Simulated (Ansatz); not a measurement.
Ba: relaxation of cell and atoms with r2SCAN

The system is Ba.

```
Ba
1.0
    -2.50650    2.50650    2.50650
     2.50650   -2.50650    2.50650
     2.50650    2.50650   -2.50650
Ba
1
Direct
  0.00000 0.00000 0.00000
```

```yaml
Program: Ansatz 0.2.0
Task: relaxation of cell and atoms
Functional: r2SCAN
Potentials_or_basis: Ansatz PAW
Cutoff: "500 eV (not typed: the program's choice for these potentials)"
k_mesh: 8 × 8 × 8
Occupations: fermi-dirac, width 0.05 eV
Spin: no spin polarisation
Target_pressure: 30 GPa
Target_pressure_GPa: 30
```

The relaxed volume is 24.24 Å³/atom. The relaxed cell is a = 3.158 Å, b = 3.158 Å, c = 3.158 Å, α = 109.47°, β = 109.47°, γ = 109.47°. The space group after relaxing (to 0.05 Å) is Im-3m (No. 229). The energy change on relaxing (the enthalpy is what falls) is +1970.9 meV/atom and the ionic steps are 11. The pressure after relaxing is 30.0 GPa and the band gap on the k mesh is none (metal or under the smearing width).

The path:
| step | energy change (eV) | largest force (eV/Å) | volume (Å³) |
| --- | --- | --- | --- |
| 1 | 0.0000 | 0.0000 | 62.99 |
| 2 | 0.0579 | 0.0000 | 54.22 |
| 3 | 0.2132 | 0.0000 | 46.30 |
| 4 | 0.4858 | 0.0000 | 39.20 |
| 5 | 0.8899 | 0.0000 | 32.86 |
| 6 | 1.4926 | 0.0000 | 27.24 |
| 7 | 2.1549 | 0.0000 | 23.33 |
| 8 | 1.9068 | 0.0000 | 24.59 |
| 9 | 1.9562 | 0.0000 | 24.32 |
| 10 | 1.9703 | 0.0000 | 24.24 |
| 11 | 1.9709 | 0.0000 | 24.24 |

Final structure:
```yaml
crystal:
  lattice:
    - [-1.82315, 1.82315, 1.82315]
    - [1.82315, -1.82315, 1.82315]
    - [1.82315, 1.82315, -1.82315]
  atoms:
    - { symbol: Ba, position: [0.00000, 0.00000, 0.00000] }
```

Levels at points of the mesh, in eV from the Fermi level:
```
              k point  band 2  band 3  band 4  band 5  band 6  band 7  band 8  band 9
   (0.00, 0.00, 0.00)  -12.13  -12.13  -12.13   -0.59    2.46    2.46    2.46    4.73
  (0.00, 0.00, -0.50)  -17.64  -13.82  -12.39   -2.35   -0.64    4.81    5.70    6.95
(-0.50, -0.50, -0.50)  -15.71  -15.71  -15.71   -3.94   -3.94    6.37    7.14    7.14
```

Wall time 16 s on 2 threads of Arm Neoverse V2 (shared host), peak memory 0.46 GiB.

Caveat: the volume moved by over 15 % at a fixed basis, so the end points are rough; the plane-wave basis is chosen anew once the cell has moved, so the energies of steps on either side of that aren't comparable; the PAW data sets come from PBE, with cores solved anew for the run's functional, which leaves a small shift of forces and pressure. Spin-orbit coupling is left out, which matters for the levels of Ba.
